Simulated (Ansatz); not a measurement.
All numbers below come from DFT PBE, scalar-relativistic, plane waves, PAW in Ansatz 0.2.0. Settings: cutoff 420 eV, Γ-centred meshes spaced at most about 0.3 Å⁻¹, and about 0.25 Å⁻¹ or finer for metals (2π included), Gaussian smearing. No spin polarisation.

Each guess is relaxed in cell and atoms at zero pressure, on a coarse mesh first where it starts far from rest and then on a converged one. The steps can't lower the symmetry of the start, but it can rise. Energies are static (0 K, no zero-point motion).

Two unrelaxed guesses for In₃GaP₄:

A.

```
In Ga P
1.0
     5.59563    0.00000    0.00000
     0.00000    5.59563    0.00000
     0.00000    0.00000    5.59563
In Ga P
3 1 4
Direct
  0.50000 0.00000 0.50000
  0.50000 0.50000 0.00000
  0.00000 0.50000 0.50000
  0.00000 0.00000 0.00000
  0.00000 0.50000 0.00000
  0.50000 0.50000 0.50000
  0.00000 0.00000 0.50000
  0.50000 0.00000 0.00000
```

B.

```
In Ga P
1.0
     5.59563    0.00000    0.00000
     0.00000    5.59563    0.00000
     0.00000    0.00000    5.59563
In Ga P
3 1 4
Direct
  0.00000 0.00000 0.50000
  0.50000 0.00000 0.00000
  0.00000 0.50000 0.00000
  0.50000 0.50000 0.50000
  0.50000 0.50000 0.00000
  0.00000 0.50000 0.50000
  0.50000 0.00000 0.50000
  0.00000 0.00000 0.00000
```

Problem. Which guess leads to the lower structure, and by how much?

Solution. Both fall into one structure. A: Pm-3m at 21.9 Å³/atom → Pm-3m at 20.4 Å³/atom; B: Pm-3m at 21.9 Å³/atom → Pm-3m at 20.4 Å³/atom. Conventional cell: a = 5.461 Å. Around In lie 6 P at 2.73 Å; Ga is surrounded by 6 P at 2.73 Å; around P on a site of symmetry 4/mmm lie 2 Ga at 2.73 Å and 4 In at 2.73 Å; P on a site of symmetry m-3m is surrounded by 6 In at 2.73 Å.

```cif
data_structure
_symmetry_space_group_name_H-M 'P 1'
_symmetry_Int_Tables_number 1
_cell_length_a 5.4614
_cell_length_b 5.4614
_cell_length_c 5.4614
_cell_angle_alpha 90.000
_cell_angle_beta 90.000
_cell_angle_gamma 90.000
_cell_volume 162.89
loop_
_atom_site_label
_atom_site_type_symbol
_atom_site_fract_x
_atom_site_fract_y
_atom_site_fract_z
_atom_site_occupancy
In1 In 0.00000 0.00000 0.50000 1
In2 In 0.50000 0.00000 0.00000 1
In3 In 0.00000 0.50000 0.00000 1
Ga1 Ga 0.50000 0.50000 0.50000 1
P1 P 0.50000 0.50000 0.00000 1
P2 P 0.00000 0.50000 0.50000 1
P3 P 0.50000 0.00000 0.50000 1
P4 P 0.00000 0.00000 0.00000 1
```

Ends held by symmetry can be saddle points. This end isn't the lowest form computed: that has In and Ga ordered on zinc blende sites, space group P-43m (No. 215) and lies 0.31 eV/atom below it. Even the lowest of the cells shown lies +0.03 eV/atom against the elements. Some types were kept out of the candidates beforehand, so the set may lack a known form.
